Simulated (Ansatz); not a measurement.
LiH in the rocksalt structure, relaxed with r2SCAN in Ansatz: it is cubic, Fm-3m (No. 225); conventional cell a = 4.006 Å, 8.04 Å³ an atom. Around Li lie 6 H at 2.00 Å; around H lie 6 Li at 2.00 Å. The cell was then strained (x, y and z are the cube axes), with the atoms relaxed again; stress is positive in compression. Spin-unpolarised throughout; all numbers are computed.

- Uniaxial -1.33 % along x, other directions held: r2SCAN's stress changes by +1.18 GPa along the strain and +0.17 GPa across it.
- Isotropic -2.0 % on every length: the pressure changes by +2.42 GPa, and the HSE06 gap (X) goes from 3.971 to 3.931 eV.
- Epitaxial strain of +1.0 % in the (001) plane: the free normal strain is -0.32 % and the in-plane stress changes by -0.87 GPa.
- Uniaxial strain of +0.86 % along [111], atoms relaxed: the xy stress changes by -0.295 GPa.

Q: Estimate C₁₁, C₁₂ and the bulk modulus from the uniaxial step.

A: With compression positive, C₁₁ ≈ −Δσ∥/ε = (-1.18)/(-0.0133) = 89 GPa and C₁₂ ≈ (-0.17)/(-0.0133) = 13 GPa; B = (C₁₁ + 2C₁₂)/3 = 38 GPa. A one-sided step carries third-order terms: it reads high by some per cent.

Q: What bulk modulus does the isotropic step give?

A: Δ ln V = 3 ln(0.9800) = -0.0606, so B ≈ −ΔP/Δ ln V = 40 GPa, against 38 GPa from C₁₁ and C₁₂; one-sided steps of finite size carry third-order terms.

Q: Give the volume deformation potential of that gap and its pressure coefficient.

A: a_V = ΔE_g/Δ ln V = (-0.040)/(-0.0606) = +0.66 eV; dE_g/dP = −a_V/B = -17 meV/GPa, with HSE06's gap and r2SCAN's modulus.

Q: What do the film's normal strain and stress say about the elastic constants?

A: ε⊥/ε∥ = (-0.0032)/(+0.0100) = -0.32, which linear elasticity sets to −2C₁₂/C₁₁ = -0.29 from the uniaxial step. The biaxial modulus is M = −Δσ/ε∥ = 87 GPa (C₁₁ + C₁₂ − 2C₁₂²/C₁₁ = 98 GPa).

Q: How much elastic energy does the film store, with 8.04 Å³ an atom?

A: u = M ε∥² = −Δσ ε∥ = +0.87 × (+0.0100) = 0.0087 GPa, and 1 GPa Å³ is 6.2415 meV: 0.44 meV an atom. The total energies of the two runs differ by 0.46 meV an atom.

Q: Estimate C₄₄.

A: A strain ε along [111] has ε_xy = ε/3 = +0.00287, an engineering shear of 2ε/3, so C₄₄ ≈ −Δσ_xy/(2ε/3) = 51 GPa, atoms relaxed.

Where an edge lies off the special points, it is a point of the mesh or the k point where a search put PBE's edge or least direct gap, reused for the other functionals, whose own edges may lie a little apart.

The meshes of the hybrids are coarse, so their gaps aren't converged to the digits shown.
